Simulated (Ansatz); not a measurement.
# Ge: stress in a strained cell

Aim: deform Ge (equal xx and yy strain of -2 %) and compute stress, forces and field gradients with LAPW, PAW and all-electron datasets made for the crystal.

Program: Ansatz 0.2.0. Level of theory: DFT PBE, scalar-relativistic. These are calculated values, not measurements.

## 1. Starting point

The structure is hexagonal, space group P6_3/mmc (No. 194). The conventional cell has a = 3.998 Å, b = 3.998 Å, c = 6.599 Å, α = 90.00°, β = 90.00°, γ = 120.00°. Ge (site symmetry 3m) is surrounded by 4 Ge at 2.45 to 2.47 Å.

Coordinates:

```cif
data_structure
_symmetry_space_group_name_H-M 'P 1'
_symmetry_Int_Tables_number 1
_cell_length_a 3.9976
_cell_length_b 3.9976
_cell_length_c 6.5994
_cell_angle_alpha 90.000
_cell_angle_beta 90.000
_cell_angle_gamma 120.000
_cell_volume 91.33
loop_
_atom_site_label
_atom_site_type_symbol
_atom_site_fract_x
_atom_site_fract_y
_atom_site_fract_z
_atom_site_occupancy
Ge1 Ge 0.66667 0.33333 0.06290 1
Ge2 Ge 0.33333 0.66667 0.56290 1
Ge3 Ge 0.66667 0.33333 0.43710 1
Ge4 Ge 0.33333 0.66667 0.93710 1
```

Atoms are numbered in the order of the input: Ge1, Ge2, Ge3, Ge4.

## 2. The deformed structure

Space group P6_3/mmc before, P6_3/mmc after.

## 3. All-electron LAPW

input.yaml

```yaml
crystal:
  lattice:
    - [3.9176341263, 0.0, 0.0]
    - [-1.9588170631, 3.3927706761, 0.0]
    - [0.0, 0.0, 6.59937795]
  atoms:
    - { symbol: Ge, position: [0.6666666667, 0.3333333333, 0.06290125] }
    - { symbol: Ge, position: [0.3333333333, 0.6666666667, 0.56290125] }
    - { symbol: Ge, position: [0.6666666667, 0.3333333333, 0.43709875] }
    - { symbol: Ge, position: [0.3333333333, 0.6666666667, 0.93709875] }
kpoints:
  mp_grid: { grid: [11, 11, 6] }
  band_path:
    path:
      - [0.0, 0.0, 0.0]
      - [0.5, 0.0, 0.0]
      - [0.3333333333, 0.3333333333, 0.0]
      - [0.0, 0.0, 0.0]
      - [0.0, 0.0, 0.5]
      - [0.5, 0.0, 0.5]
      - [0.3333333333, 0.3333333333, 0.5]
      - [0.0, 0.0, 0.5]
      - [0.5, 0.0, 0.5]
    npoints: 5
scf:
  occupations: { method: fermi_dirac, width: 0.05 }
hamiltonian:
  xc: pbe
  pseudopotentials: { kind: all_electron, lapw: { basis_error: 0.001 } }
output:
  forces: true
  stress: true
  eigenvalues: true
```

Started as:

```bash
$ ansatz run input.yaml --threads 1 --pin off --max-ram 4096MiB --backend cpu --events-out ev --progress --plain --runs-dir out
```

Standard output (excerpt; [...] marks lines left out):

```text
LAPW: plane waves up to 9.305 Å⁻¹, error target 1.0e-3 eV per atom; small_component_spin mean_spin; Ge in spheres of 1.205 Å, 22 of its electrons in bands, Dirac shells []
[...]
Pseudopotentials: kind: all_electron
Pseudopotential: Ge, LAPW, valence charge 22, Koelling and Harmon's equation, gaussian nucleus
Functional definition: PBE
[...]
Crystal: 4 atoms, lattice volume = 87.717 Å³
Basis set: ecut = 329.8483395143457 eV, 1177 PW (Γ), exchange–correlation at level 2
Bands: 53, of which v1, the nominal top of the filled ones, is band 44 counted from 1 (43 counted from 0)
Symmetry: 24 space group operations
Space group: P63/mmc (ITA 194), of the structure as read, at distance tolerance 4.4e-5 Å
k-points: 64 of 726
[...]
SCF iter   1: F=—  HF=-228465.188840 eV  |F-HF|=—  |Δ(HF+E_count)|=         —  Δρ=3.05e-2  dr2=9.16e-1  ethr=1.04e-3  ⟨swp⟩=2.0  Hψ=20854  notcnv=0
[...]
the basis was enlarged: its passes take 227.0 KiB over the memory plan, 1 of 1 planned eigensolver slots
[...]
SCF iter   8: F=-228465.011659 eV  HF=-228465.011659 eV  |F-HF|=7.69e-8  |Δ(HF+E_count)|=   4.09e-7  Δρ=5.71e-6  dr2=2.96e-8  ethr=2.62e-10  ⟨swp⟩=3.0  Hψ=9985  notcnv=0
[...]
NSCF: frozen V_eff on 41 k-points
SCF converged after 8 iterations
Free energy (F): -228465.011659 eV
[...]
E sigma→0 (E₀):  -228465.011215 eV
Entropy (-TS):   -0.000889 eV (-0.222 meV/atom)
Fermi energy:    10.661176 eV
[...]
--- Forces (eV/Å), atoms counted from 1 ---
  atom   1  Ge    -0.00000000     0.00000000     0.24427032
  atom   2  Ge     0.00000000    -0.00000000     0.24427032
  atom   3  Ge    -0.00000000     0.00000000    -0.24427032
  atom   4  Ge     0.00000000    -0.00000000    -0.24427032
[...]
--- Stress (GPa, compression-positive) ---
        7.502034      -0.000000       0.000000
       -0.000000       7.502034       0.000000
        0.000000       0.000000       3.464905
  P = ⅓ Tr σ = 6.1563 GPa (61.563 kbar)
--- Band table (eV; the first three rows and the last of 64) ---
[...]
```

Run time: 1.8 min. Hardware: 1 thread of Arm Neoverse V1, shared host; peak memory 0.69 GiB.

Read from it: pressure 6.16 GPa; gap 0.10 eV, direct at Γ; largest force 0.244 eV/Å.

## 4. PAW with frozen cores

input.yaml

```yaml
crystal:
  lattice:
    - [3.9176341263, 0.0, 0.0]
    - [-1.9588170631, 3.3927706761, 0.0]
    - [0.0, 0.0, 6.59937795]
  atoms:
    - { symbol: Ge, position: [0.6666666667, 0.3333333333, 0.06290125] }
    - { symbol: Ge, position: [0.3333333333, 0.6666666667, 0.56290125] }
    - { symbol: Ge, position: [0.6666666667, 0.3333333333, 0.43709875] }
    - { symbol: Ge, position: [0.3333333333, 0.6666666667, 0.93709875] }
kpoints:
  mp_grid: { grid: [11, 11, 6] }
scf:
  occupations: { method: fermi_dirac, width: 0.05 }
hamiltonian:
  xc: pbe
  pseudopotentials: { kind: paw }
output:
  forces: true
  stress: true
  eigenvalues: true
  efg: { contact_densities: true }
```

Started as:

```bash
$ ansatz run input.yaml --threads 1 --pin off --max-ram 4096MiB --backend cpu --events-out ev --progress --plain --runs-dir out
```

Standard output:

```text
Engine: ansatz 0.2.0
Pseudopotentials: kind: paw
Pseudopotential: Ge, paw, valence charge 14, recommended cutoff 420 eV (normal)
[... 1 set-up line as earlier in the session ...]
  parameter kappa = 0.804
  parameter beta = 0.06672455060314922
  exchange = pbe_x(kappa = kappa, mu = beta*pi^2/3)
  correlation = pbe_c(beta = beta)
Crystal: 4 atoms, lattice volume = 87.717 Å³
Basis set: ecut = 420 eV, 1739 PW (Γ), exchange–correlation on 54×54×90 points (8 copies of the dense FFT grid, shifted against one another)
Bands: 34, of which v1, the nominal top of the filled ones, is band 28 counted from 1 (27 counted from 0)
[... 2 set-up lines as earlier in the session ...]
k-points: 64 of 726
Non-local potential: Ge, projectors of the file, l = 0: 2, l = 1: 2, l = 2: 3, l = 3: 1
PAW form: soft (Blöchl's): semilocal exchange-correlation on the pseudo side does not see the compensation charge
PAW one-centre angular grid: Ge, 590 points (default); XC on 64 Gauss nodes
Initial density: superposition of atomic densities (neutral atoms: chi_scale 0, normalization atom), corrected by the library's trained network
Initial wavefunctions: pseudopotential atomic-orbital guess
Functional: x = pbe(κ = 0.804, μ = 0.2195149727645171), c = pbe(β = 0.06672455060314922)
SCF iter   1: F=—  HF=-17179.714814 eV  |F-HF|=—  |Δ(HF+E_count)|=         —  Δρ=1.12e-3  dr2=1.27e-3  ethr=1.77e-3  ⟨swp⟩=6.2  Hψ=8407  notcnv=0
preconditioner: auto → Kerker (q_TF=auto, 2.532 Å⁻¹)  [metal: Δε(μ)=0.104 eV  Ē_g=22.728 eV  σ=0.050 eV  W_gap=0.44  n_scr=22 (ndim 8)  ℏωp=29.7 eV  f_vac=0.062  D(μ)=0.09/eV (n_scr^D=0)]
SCF iter   2: F=—  HF=-17179.713023 eV  |F-HF|=—  |Δ(HF+E_count)|=   1.79e-3  Δρ=9.31e-4  dr2=6.84e-4  ethr=2.27e-6  ⟨swp⟩=2.0  Hψ=3993  notcnv=0  defer=2
SCF iter   3: F=—  HF=-17179.712871 eV  |F-HF|=—  |Δ(HF+E_count)|=   1.52e-4  Δρ=5.71e-4  dr2=3.56e-4  ethr=1.22e-6  ⟨swp⟩=2.0  Hψ=3399  notcnv=0  defer=2
SCF iter   4: F=—  HF=-17179.712932 eV  |F-HF|=—  |Δ(HF+E_count)|=   6.04e-5  Δρ=2.54e-4  dr2=4.05e-5  ethr=6.36e-7  ⟨swp⟩=2.0  Hψ=3912  notcnv=0  defer=2
SCF iter   5: F=—  HF=-17179.712817 eV  |F-HF|=—  |Δ(HF+E_count)|=   1.15e-4  Δρ=9.34e-5  dr2=3.90e-6  ethr=7.23e-8  ⟨swp⟩=2.0  Hψ=3905  notcnv=0  defer=2
SCF iter   6: F=-17179.712817 eV  HF=-17179.712817 eV  |F-HF|=2.46e-8  |Δ(HF+E_count)|=   5.73e-7  Δρ=1.50e-5  dr2=9.28e-8  ethr=1.79e-10  ⟨swp⟩=5.3  Hψ=9494  notcnv=0
SCF 1 converged in 6 iterations: F = -17179.712817 eV  dr2 = 9.28e-8
SCF converged after 6 iterations
Free energy (F): -17179.712817 eV
Harris-Foulkes:  -17179.712817 eV  (|F-HF|=2.46e-8)
Internal energy: -17179.711914 eV  (E = F + TS)
E sigma→0 (E₀):  -17179.712366 eV
Entropy (-TS):   -0.000903 eV (-0.226 meV/atom)
Fermi energy:    9.204646 eV
--- Per-component energies (eV) ---
  E_band       = -576.220976
  E_kinetic    = 448.314028
  E_local      = -9804.073239  (includes V_loc(G=0)·N_el)
  E_nonlocal   = 1675.530413
  E_hartree    = 4308.716674
  E_xc         = -303.439594
  E_vxc        = -260.032808  (∫ρ·V_xc dr)
  E_paw        = -8080.396399  (= ΣΔE_a)
  E_vpaw       = -1253.421410  (= ΣTr[D̂ρ^β])
  E_aug_tail   = 0.001401  (compensation charges beyond the density's cutoff)
  E_ewald      = -5424.365197
  E_smearing   = -0.000903  (= −TS)
  E_closure    = -0.000000  (closes the sum)
  Σ components = -17179.712817   (vs F -17179.712817, Δ=0.00e0)
--- Forces (eV/Å), atoms counted from 1 ---
  atom   1  Ge     0.00000000     0.00000000     0.24511570
  atom   2  Ge    -0.00000000    -0.00000000     0.24511570
  atom   3  Ge     0.00000000     0.00000000    -0.24511570
  atom   4  Ge    -0.00000000    -0.00000000    -0.24511570
  max |Σ_I F_I| component: 1.62e-17 eV/Å
--- Stress (GPa, compression-positive) ---
        7.510360       0.000000       0.000000
       -0.000000       7.510360       0.000000
        0.000000       0.000000       3.465880
  P = ⅓ Tr σ = 6.1622 GPa (61.622 kbar)
--- PAW observables at the nuclei: V_zz in 10²¹ V/m², potentials from the cell's mean, atoms counted from 1 ---
  atom   1  Ge V_zz =    +2.236969   η = 0.0000   by run symmetry: allowed
            electrostatic potential = -4322.004611 V   contact ρ = 210252.062759 e/Å³
  atom   2  Ge V_zz =    +2.236969   η = 0.0000   by run symmetry: allowed
            electrostatic potential = -4322.004611 V   contact ρ = 210252.062759 e/Å³
  atom   3  Ge V_zz =    +2.236969   η = 0.0000   by run symmetry: allowed
            electrostatic potential = -4322.004611 V   contact ρ = 210252.062759 e/Å³
  atom   4  Ge V_zz =    +2.236969   η = 0.0000   by run symmetry: allowed
            electrostatic potential = -4322.004611 V   contact ρ = 210252.062759 e/Å³
--- Band table (eV; the first three rows and the last of 64) ---
  k-point 0: bands = ["-15.8949", "-15.8949", "-15.8564", "-15.8564", "-15.8325", "-15.8241", "-15.8203", "-15.8203", "-15.7685", "-15.7685", "-15.6182", "-15.6156", "-15.6156", "-15.6074", "-15.5791", "-15.5791", "-15.5652", "-15.5652", "-15.5308", "-15.5308", "-4.0305", "-2.0290", "1.3154", "7.6233", "7.6233", "8.8651", "9.1911", "9.1911", "9.2888", "9.3344", "11.4412", "11.4412", "11.7039", "13.6863"]
  k-point 1: bands = ["-15.8930", "-15.8930", "-15.8604", "-15.8604", "-15.8316", "-15.8242", "-15.8158", "-15.8158", "-15.7720", "-15.7720", "-15.6178", "-15.6130", "-15.6130", "-15.6085", "-15.5825", "-15.5825", "-15.5614", "-15.5614", "-15.5326", "-15.5326", "-3.9474", "-2.2816", "1.7418", "7.3593", "7.6964", "7.6964", "9.0209", "9.0209", "9.3745", "10.5451", "11.6133", "11.6133", "11.7784", "13.4976"]
  k-point 2: bands = ["-15.8873", "-15.8873", "-15.8692", "-15.8692", "-15.8293", "-15.8251", "-15.8056", "-15.8056", "-15.7811", "-15.7811", "-15.6166", "-15.6112", "-15.6064", "-15.6064", "-15.5895", "-15.5895", "-15.5539", "-15.5539", "-15.5378", "-15.5378", "-3.7013", "-2.7975", "2.7752", "5.6863", "7.9093", "7.9093", "8.6435", "8.6435", "9.6277", "10.5058", "12.0188", "12.0188", "13.0500", "13.0500"]
  k-point 63: bands = ["-15.9113", "-15.9113", "-15.8749", "-15.8749", "-15.8127", "-15.8127", "-15.7364", "-15.7364", "-15.7182", "-15.7182", "-15.6817", "-15.6817", "-15.6553", "-15.6553", "-15.6189", "-15.6189", "-15.5434", "-15.5434", "-15.5036", "-15.5036", "-0.8024", "-0.8024", "0.7901", "0.7901", "4.6447", "4.6447", "6.8637", "6.8637", "10.2692", "10.2692", "13.1513", "13.1513", "14.4618", "14.4618"]
```

It took 10 s on 1 thread of Arm Neoverse V1, shared host; peak memory 0.43 GiB.

This run gives: pressure 6.16 GPa; largest force 0.245 eV/Å; Vzz Ge1 2.24 (η = 0.00) (10²¹ V/m²).

## 5. All-electron PAW on datasets made for the crystal

Changes to input.yaml since step 4:

```diff
@@ -16,3 +16,3 @@
   xc: pbe
-  pseudopotentials: { kind: paw }
+  pseudopotentials: { kind: all_electron, datasets: crystal }
 output:
```

Started as:

```bash
$ ansatz run input.yaml --threads 1 --pin off --max-ram 4096MiB --backend cpu --events-out ev --progress --plain --runs-dir out
```

Standard output:

```text
hamiltonian.pseudopotentials.datasets: crystal makes datasets for this crystal and solves the spheres of its atoms anew in each pass: cutoff 160.0 eV, the density's 960.0 eV; for an error of 0.50 meV an atom under PBE, 2.0 meV for the cell; an energy difference from a run of another recipe may be off by several times the error for the cell, under r2SCAN by more, where some 0.1 meV an atom stays at smaller errors; Ge in spheres of 1.201 Å, 4 of its electrons in bands, 10 on its site; only band paths and densities of states list, in semicore columns, the levels of the semicore shells that are solved separately: 3d of Ge
band count auto-derived: 14 (N_el = 16.0; filled up to band 8; 12 by the electrons, moments and atoms)
[... 2 set-up lines as earlier in the session ...]
Pseudopotential: Ge, paw, valence charge 14, recommended cutoff 160 eV (normal), Koelling and Harmon's equation, gaussian nucleus
[... 5 set-up lines as earlier in the session ...]
Crystal: 4 atoms, lattice volume = 87.717 Å³
Basis set: ecut = 160 eV, 379 PW (Γ), exchange–correlation on 40×40×72 points (8 copies of the dense FFT grid, shifted against one another)
Bands: 14, of which v1, the nominal top of the filled ones, is band 8 counted from 1 (7 counted from 0)
[... 2 set-up lines as earlier in the session ...]
k-points: 64 of 726
Non-local potential: Ge, projectors of the file, l = 0: 1, l = 1: 1
[... 1 set-up line as earlier in the session ...]
PAW one-centre angular grid: Ge, 110 points (default); XC on its mesh's 1865 points in the sphere
Initial density: superposition of atomic densities (neutral atoms: chi_scale 0, normalization atom)
[... 2 set-up lines as earlier in the session ...]
iter 1 solved again at ethr=7.42e-3 eV; its pass at ethr=1.00e-1 eV (dr2=1.19e0 eV) is discarded
SCF iter   1: F=—  HF=-228465.137811 eV  |F-HF|=—  |Δ(HF+E_count)|=         —  Δρ=3.48e-2  dr2=9.96e-1  ethr=7.42e-3  ⟨swp⟩=3.2  Hψ=6271  notcnv=0
preconditioner: auto → none  [insulator: Δε(μ)=0.121 eV  Ē_g=9.249 eV  σ=0.050 eV  W_gap=0.54  n_scr=10 (ndim 8)  ℏωp=15.9 eV  f_vac=0.000  D(μ)=0.05/eV (n_scr^D=0)  ε∞_Penn≈3.9]
SCF iter   2: F=—  HF=-228465.026810 eV  |F-HF|=—  |Δ(HF+E_count)|=   1.11e-1  Δρ=1.58e-2  dr2=1.87e-1  ethr=6.23e-3  ⟨swp⟩=2.0  Hψ=1792  notcnv=0
iter 3 solved again at ethr=4.68e-6 eV; its pass at ethr=1.17e-3 eV (dr2=7.49e-4 eV) is discarded
SCF iter   3: F=—  HF=-228465.013011 eV  |F-HF|=—  |Δ(HF+E_count)|=   1.38e-2  Δρ=1.12e-3  dr2=7.87e-4  ethr=4.68e-6  ⟨swp⟩=3.5  Hψ=4386  notcnv=0  defer=5
SCF iter   4: F=—  HF=-228465.013029 eV  |F-HF|=—  |Δ(HF+E_count)|=   1.77e-5  Δρ=3.59e-4  dr2=7.97e-5  ethr=4.68e-6  ⟨swp⟩=2.2  Hψ=1453  notcnv=0  defer=1
SCF iter   5: F=—  HF=-228465.013067 eV  |F-HF|=—  |Δ(HF+E_count)|=   3.83e-5  Δρ=9.03e-5  dr2=9.18e-6  ethr=4.98e-7  ⟨swp⟩=3.0  Hψ=1558  notcnv=0
SCF iter   6: F=—  HF=-228465.013064 eV  |F-HF|=—  |Δ(HF+E_count)|=   3.31e-6  Δρ=9.51e-6  dr2=1.21e-7  ethr=5.74e-8  ⟨swp⟩=3.0  Hψ=1855  notcnv=0
SCF iter   7: F=-228465.013064 eV  HF=-228465.013064 eV  |F-HF|=4.95e-10  |Δ(HF+E_count)|=   3.78e-8  Δρ=1.12e-6  dr2=6.19e-10  ethr=7.58e-10  ⟨swp⟩=3.0  Hψ=1772  notcnv=0
SCF 1 converged in 7 iterations: F = -228465.013056 eV  dr2 = 6.19e-10
  Residual-converged pass: ⟨swp⟩=3.2  Hψ=1679  notcnv=0  max |occ|·‖R‖ = 6.6e-6 eV (tolerance 6.7e-6 eV)  dr2=6.43e-10  dr2_onsite=4.13e-9  max |Δocc| = 7.3e-9
SCF converged after 7 iterations
Free energy (F): -228465.013056 eV
Harris-Foulkes:  -228465.013056 eV  (|F-HF|=4.95e-10)
Internal energy: -228465.012168 eV  (E = F + TS)
E sigma→0 (E₀):  -228465.012612 eV
Entropy (-TS):   -0.000888 eV (-0.222 meV/atom)
Past the cutoff: the bands carry plane waves up to 1.75 times it, of which those up to 1.5 times it add -0.000149 eV an atom, each by itself; the spheres take 0.000152 eV an atom off the energy for waves past 1.75 times it
By the cutoff:   a pressure is off by up to 0.006 GPa (1.2 times the spheres' own share and the shells' term, over an atom's volume, and 0.004 GPa: a bound that held against runs at twice the plane waves)
Past the cutoffs: a stress includes 0.0018 GPa for waves and charges beyond them, in addition to the slope of what the spheres take
In the spheres:  the bands' charges fall short by 1.4e-6 e at most (sound up to 1e-3), those of shells solved beside the bands by 2.9e-7 e (sound up to 5e-4)
Fermi energy:    10.661148 eV
--- Per-component energies (eV) ---
  The terms above E_closure are by the made datasets' own strengths, without shells solved beside the bands.
--- Forces (eV/Å), atoms counted from 1 ---
  atom   1  Ge     0.00000000    -0.00000000     0.24439258
  atom   2  Ge    -0.00000000     0.00000000     0.24439258
  atom   3  Ge     0.00000000    -0.00000000    -0.24439258
  atom   4  Ge    -0.00000000     0.00000000    -0.24439258
  max |Σ_I F_I| component: 5.55e-17 eV/Å
--- Stress (GPa, compression-positive) ---
        7.499924       0.000000       0.000000
       -0.000000       7.499924       0.000000
        0.000000       0.000000       3.462165
  P = ⅓ Tr σ = 6.1540 GPa (61.540 kbar)
  It holds what live shells' own plane waves past their cutoff add
--- PAW observables at the nuclei: V_zz in 10²¹ V/m², potentials from the cell's mean, atoms counted from 1 ---
  atom   1  Ge V_zz =    +2.225276   η = 0.0000   by run symmetry: allowed
            electrostatic potential = -4321.942713 V   contact ρ = 210322.078922 e/Å³
  atom   2  Ge V_zz =    +2.225276   η = 0.0000   by run symmetry: allowed
            electrostatic potential = -4321.942713 V   contact ρ = 210322.078922 e/Å³
  atom   3  Ge V_zz =    +2.225276   η = 0.0000   by run symmetry: allowed
            electrostatic potential = -4321.942713 V   contact ρ = 210322.078922 e/Å³
  atom   4  Ge V_zz =    +2.225276   η = 0.0000   by run symmetry: allowed
            electrostatic potential = -4321.942713 V   contact ρ = 210322.078922 e/Å³
--- Band table (eV; the first three rows and the last of 64) ---
  k-point 0: bands = ["-2.5735", "-0.5727", "2.7722", "9.0786", "9.0786", "10.3201", "10.6455", "10.6455", "10.7473", "10.7958", "12.8984", "12.8984"]
  k-point 1: bands = ["-2.4904", "-0.8251", "3.1985", "8.8163", "9.1516", "9.1516", "10.4755", "10.4755", "10.8331", "12.0051", "13.0703", "13.0703"]
  k-point 2: bands = ["-2.2444", "-1.3408", "4.2318", "7.1430", "9.3644", "9.3644", "10.0983", "10.0983", "11.0864", "11.9652", "13.4756", "13.4756"]
  k-point 63: bands = ["0.6541", "0.6541", "2.2463", "2.2463", "6.1005", "6.1005", "8.3196", "8.3196", "11.7268", "11.7268", "14.6076", "14.6076"]
```

Run time: 10 s. Hardware: 1 thread of Arm Neoverse V1, shared host; peak memory 0.51 GiB.

Result: pressure 6.15 GPa; largest force 0.244 eV/Å; Vzz Ge1 2.23 (η = 0.00) (10²¹ V/m²).

## 6. Stress and forces compared

Stress (GPa, compression positive):

| method | xx | yy | zz | yz | xz | xy |
| --- | --- | --- | --- | --- | --- | --- |
| LAPW | 7.50 | 7.50 | 3.46 | 0.00 | 0.00 | 0.00 |
| PAW | 7.51 | 7.51 | 3.47 | 0.00 | 0.00 | 0.00 |
| crystal datasets | 7.50 | 7.50 | 3.46 | 0.00 | 0.00 | 0.00 |

Forces (eV/Å):

| atom | LAPW x | LAPW y | LAPW z | PAW x | PAW y | PAW z | crystal datasets x | crystal datasets y | crystal datasets z |
| --- | --- | --- | --- | --- | --- | --- | --- | --- | --- |
| Ge1 | 0.000 | 0.000 | 0.244 | 0.000 | 0.000 | 0.245 | 0.000 | 0.000 | 0.244 |
| Ge2 | 0.000 | 0.000 | 0.244 | 0.000 | 0.000 | 0.245 | 0.000 | 0.000 | 0.244 |
| Ge3 | 0.000 | 0.000 | -0.244 | 0.000 | 0.000 | -0.245 | 0.000 | 0.000 | -0.244 |
| Ge4 | 0.000 | 0.000 | -0.244 | 0.000 | 0.000 | -0.245 | 0.000 | 0.000 | -0.244 |

```
          method  pressure (GPa)  gap on the k mesh (eV)  largest force (eV/Å)  Vzz Ge1 (10²¹ V/m²)  SCF cycles, all passes
            LAPW            6.16                    0.10                 0.244                    –                       8
             PAW            6.16                       –                 0.245                 2.24                       6
crystal datasets            6.15                       –                 0.244                 2.23                       7
```

## 7. Outcome

| quantity | value |
| --- | --- |
| pressure | LAPW 6.16, PAW 6.16, crystal datasets 6.15 GPa |
| largest shear or deviatoric stress (LAPW) | 2.69 GPa |

The largest part of the stress beyond the pressure is 2.69 GPa in size, in the zz component; the atoms are carried along and not relaxed. No run of the undeformed cell stands beside it, so the pressure holds what the given cell had before the change. PAW: stress within 0.01 GPa of LAPW, forces within 1 meV/Å. Crystal datasets: stress within 0.01 GPa of LAPW, forces within 1 meV/Å.
